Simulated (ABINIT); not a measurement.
A run of ABINIT 10.8.3 (patched build) is set up as follows.

The input run.abi:

```
pp_dirpath "./"
pseudos "Pt.upf, Se.upf"

acell 3*1.0
rprim
     7.0373400881     0.0000000000     0.0000000000
    -3.5186700441     6.0945152914     0.0000000000
     0.0000000000     0.0000000000     9.5657936429
ntypat 2
znucl 78 34
natom 3
typat 1 2 2
xred
     0.0000000000     0.0000000000     0.0000000000
     0.6666666667     0.3333333333     0.7500000000
     0.3333333333     0.6666666667     0.2500000000

ecut 40.0

kptopt 1
ngkpt 6 6 4
nshiftk 1
shiftk 0.0 0.0 0.0

ixc 11

nband 30
occopt 3
tsmear 0.05 eV

nstep 100
tolvrs 1.0e-10

iomode 3
prtwf 0
prteig 0
prtebands 0
enunit 2
prtden 1
prtvha 1
prtvclmb 1
prtpot 1
prtelf 1
```

Potentials or basis: PseudoDojo NC SR PBE v0.4.1 standard.

The run is started by

```bash
$ mpirun --bind-to none -np 4 abinit run.abi > log 2>&1
```

Task: What does it give for the pressure?

Result: 7.0 GPa.

Task: Predict the largest force.

Result: 0.575 eV/Å.

Stress tensor (GPa, compression positive):
```
7.67 0.00 0.00
0.00 7.67 0.00
0.00 0.00 5.65
```

Spin-orbit coupling is left out, which matters for the levels of Pt.
